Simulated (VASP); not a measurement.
Input of a VASP 6.6.1 run:

File INCAR:

```
ALGO = Normal ; DIPOL = 0.5 0.5 0.500
EDIFF = 1E-7 ; ENCUT = 520
GGA = PE ; IDIPOL = 3
ISIF = 2 ; ISMEAR = -1
ISPIN = 2 ; LASPH = T
LCHARG = F ; LDIPOL = T
LMAXMIX = 4 ; LORBIT = 11
LREAL = F ; LWAVE = F
MAGMOM = 0 0 0 0 4 4 4 4 ; NBANDS = 52
NELM = 100 ; PREC = Accurate
SIGMA = 0.05
```

Contents of KPOINTS:

```
k-points
0
Gamma
  8 8 1
```

Contents of POSCAR:

```
MnS
1.0
    3.9597979746      0.0000000000      0.0000000000
   -1.9798989873      3.4292856399      0.0000000000
    0.0000000000      0.0000000000     25.5077748993
S Mn
4 4
Direct
    0.0000000000      0.0000000000      0.2940279985
    0.3333333333      0.6666666667      0.4207799994
    0.6666666667      0.3333333333      0.5475320003
    0.0000000000      0.0000000000      0.6742840013
    0.3333333333      0.6666666667      0.3257159987
    0.6666666667      0.3333333333      0.4524679997
    0.0000000000      0.0000000000      0.5792200006
    0.3333333333      0.6666666667      0.7059720015
```

Potentials or basis: VASP PAW PBE potentials, release 64 (S, Mn_pv).

Run with:

```console
$ cat potpaw_PBE.64/S/POTCAR potpaw_PBE.64/Mn_pv/POTCAR > POTCAR
$ mpirun -np 1 vasp_std > vasp.out
```

(1) Predict the site moments.

(2) Estimate the band gap on the k mesh.

(3) What does it give for the net moment?

(4) Predict the largest force.

Results:

(1) S +0.01, +0.07, +0.05; Mn +4.13, +4.31, +4.23, +4.18 μB.

(2) none (metal or under the smearing width).

(3) 18.92 μB per cell.

(4) 0.960 eV/Å.

Caveat: semilocal functionals often make such compounds metallic where correlation or magnetic order opens a gap, which also shifts bond lengths; only a ferromagnetic start was run, and an antiferromagnetic order may lie lower in energy.
